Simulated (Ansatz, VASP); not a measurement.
# NiO: 3 runs at one level of theory

The starting cell:

```
CELL_PARAMETERS angstrom
0.00000 2.08590 2.08590
2.08590 0.00000 2.08590
2.08590 2.08590 0.00000
ATOMIC_POSITIONS crystal
Ni 0.00000 0.00000 0.00000
O 0.50000 0.50000 0.50000
```

Alike in all runs: task relaxation of cell and atoms; functional revPBE; dispersion D4; k mesh 11 × 11 × 11; occupations fermi-dirac, width 0.05 eV; collinear spin, ferromagnetic start; no spin-orbit coupling. The measured crystal is an antiferromagnetic insulator; the state found here is the runs' own.

| program and potentials | plane-wave cutoff (eV) | notes | equilibrium volume (Å³/atom) |
| --- | --- | --- | --- |
| Ansatz, Ansatz PAW | 420 | potentials made for PBE, which Ansatz adapts in part; 12 valence electrons an atom on average | 9.19 |
| VASP, PBE PAW files Ni, O, 600 eV | 600 | potentials made for PBE; 8 valence electrons an atom on average | 9.16 |
| Ansatz, all-electron LAPW, scalar-relativistic | - | - | 9.21 |

The equilibrium volume spans 9.16 (VASP, PBE PAW files Ni, O, 600 eV) to 9.21 Å³/atom (Ansatz, all-electron LAPW, scalar-relativistic), with all-electron results at 9.21. Some sets were made for another functional than the one run, which can shift their rows. The state is the one that the start led to, which needn't be the lowest. Relaxations stop with a little pressure left, so the last digit of a volume isn't settled.

The functional is the same throughout but for its coding, so the spread measures potentials, basis and numerics; runs on potential files found faulty are left out.
